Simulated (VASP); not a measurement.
HgSe (mp), 2 atoms in the cell. The structure is cubic, space group F-43m (No. 216). The conventional cell has a = 6.078 Å, b = 6.078 Å, c = 6.078 Å, α = 90.00°, β = 90.00°, γ = 90.00°. Around Hg (site symmetry -43m) lie 4 Se at 2.63 Å. Se (site symmetry -43m) is surrounded by 4 Hg at 2.63 Å. 

- Program: VASP 6.6.1
- Task: relaxation of cell and atoms
- Functional: PBE
- Potentials or basis: VASP PAW PBE potentials, release 64 (Hg, Se)
- Cutoff: 600 eV
- k mesh: 12 × 12 × 12
- Occupations: methfessel-paxton, width 0.2 eV
- Spin: no spin polarisation
- Dipole correction: no
- Further INCAR settings: ALGO = Normal; EDIFF = 1e-06; IBRION = 2; EDIFFG = -0.002; NSW = 100; ISIF = 3

Potentials or basis: VASP PAW PBE potentials, release 64 (Hg, Se).

The run is started by

```console
$ cat potpaw_PBE.64/Hg/POTCAR potpaw_PBE.64/Se/POTCAR > POTCAR
$ mpirun -np 1 vasp_std > vasp.out
```

Hardware: 1 thread of Intel(R) Xeon(R) 6975P-C (Granite Rapids), with other jobs on the host.

How long does it take, and how much memory?

Run time: 85 s on 1 thread of Intel(R) Xeon(R) 6975P-C (Granite Rapids) (shared host), peak memory 0.26 GiB. Counts: scf iterations 49, k points 72, ion steps 7.
